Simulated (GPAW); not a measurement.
HfO2:

```
Hf O
1.0
     4.81353    0.00000    0.00000
     0.00000    4.81353    0.00000
     0.00000    0.00000    3.20542
Hf O
2 4
Direct
  0.50000 0.50000 0.50000
  0.00000 0.00000 0.00000
  0.80504 0.19496 0.50000
  0.69496 0.69496 0.00000
  0.30504 0.30504 0.00000
  0.19496 0.80504 0.50000
```

Measurements of this composition are mostly on another form, of space group No. 14.

Base run:

| Property | Result |
| --- | --- |
| Program | GPAW 26.7.0 |
| Functional | r2SCAN |
| Potentials or basis | GPAW PAW data sets (gpaw-data 1.2.1) |
| Cutoff | 650 eV |
| Basis | pw |
| k mesh | 5 × 5 × 7 |
| Occupations | fermi-dirac, width 0.05 eV |
| Spin | no spin polarisation |

Its results: band gap on the k mesh 4.54 eV, direct; pressure 1.9 GPa; largest force 0.052 eV/Å.

Task: The run is repeated on the same cell with these changes: cutoff from 650 eV to 800 eV; k mesh from 5 × 5 × 7 to 4 × 4 × 6. What comes out?

Result: Band gap on the k mesh 4.54 eV, direct; pressure 4.1 GPa; largest force 0.050 eV/Å.

Caveats: the PAW data sets were made with another functional, which shifts forces and pressure a little; spin-orbit coupling is left out, which moves the levels of the heavy elements; the cutoff is short for stress and forces, so pressures can be off by a GPa or more (some runs); an odd mesh through Γ misses points on the zone boundary, where band edges often lie (some runs).

Not every run made on this cell is shown here.
